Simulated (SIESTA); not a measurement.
Runs of SIESTA 5.4.2 on Hf. The structure is hexagonal, space group P6_3/mmc (No. 194). The conventional cell has a = 3.197 Å, b = 3.197 Å, c = 5.058 Å, α = 90.00°, β = 90.00°, γ = 120.00°. Hf (site symmetry -6m2) is surrounded by 12 Hf at 3.13 to 3.20 Å. 

```csv
task,level,potentials or basis,cell,k mesh,optimiser,force tolerance,stress tolerance (GPa),displacement,grid cutoff,gap on the mesh (eV),pressure (GPa),relaxed volume (Å³/atom)
relaxation of cell and atoms,PBE,"PseudoDojo 0.4 standard (PBE files), DZP (energy shift 0.002 Ry)",relaxed,8 × 8 × 4,Broyden,0.01 eV/Å,0.05,-,1200 Ry,none,0.0,22.59
band structure,LDA,"PseudoDojo 0.4 standard (LDA files), DZP (energy shift 0.002 Ry)",as given,10 × 10 × 5,-,-,-,-,800 Ry,none,-8.0,-
relaxation of cell and atoms,vdW-DF-cx,"PseudoDojo 0.4 standard (PBE files), DZP (energy shift 0.002 Ry)",relaxed,10 × 10 × 5,Broyden,0.01 eV/Å,-,-,800 Ry,none,0.0,(a)
band structure,AM05,"PseudoDojo 0.4 standard (PBEsol files), DZP (energy shift 0.002 Ry)",as given,10 × 10 × 5,-,-,-,-,800 Ry,none,-3.2,-
```

Alike in all rows: no spin polarisation; smearing fermi-dirac 0.05 eV; energy shift 0.002 Ry.

**Question.** Estimate the missing entries.

**Answer.** (a) 21.81.

Caveats: semicore shells carry a single zeta, which can move pressures by several GPa and volumes by a few percent; the basis of atomic orbitals isn't converged, which shifts pressures, moduli and gaps; spin-orbit coupling is left out, which moves the levels of the heavy elements (some runs); the potentials were made for another functional, which shifts forces and pressure (some runs).

A k mesh can miss the band edges, and the runs leave out spin-orbit coupling on Hf.

A gap of «none» marks a metal or a gap under the smearing width.
